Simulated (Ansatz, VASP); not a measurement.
# Co in VASP and in Ansatz

```
CELL_PARAMETERS angstrom
3.94336 0.00000 0.00000
-1.97168 3.41505 0.00000
0.00000 0.00000 2.40648
ATOMIC_POSITIONS crystal
Co 0.00000 0.00000 0.00000
Co 0.33333 0.66667 0.50000
Co 0.66667 0.33333 0.50000
```

Alike in both runs: functional r2SCAN; k mesh 6 × 6 × 6; occupations gaussian, width 0.1 eV; collinear spin.

Ansatz relaxed the structure, and its values are those at the end. VASP's run is a single point on that final structure, the one shown.

```csv
,VASP,Ansatz
version,VASP 6.6.1,Ansatz 0.2.0
potentials or method,"VASP PAW PBE potentials, release 64 (Co)","scalar-relativistic, plane waves, PAW"
plane-wave cutoff (eV),520,500
valence electrons in the cell,27,51
```

```csv
,VASP,Ansatz,Ansatz less VASP
gap on the k mesh at the Fermi level (eV),none,none,-
pressure (GPa),-0.3,0.0,+0.23
net moment per atom (μB),1.78,1.79,+0.015
size of the moment on the site where the two differ most (μB),1.87,1.96,+0.090
```

Site moments also hang on the region over which each program counts them. A gap of «none» marks a metal or a gap that the smearing closes. The two sets of potentials don't hold the same shells in valence.

Caveats: the k mesh is coarse (spacing up to 0.44 Å⁻¹), so the values aren't converged; the PAW data sets were made with another functional, which shifts forces and pressure a little (VASP).
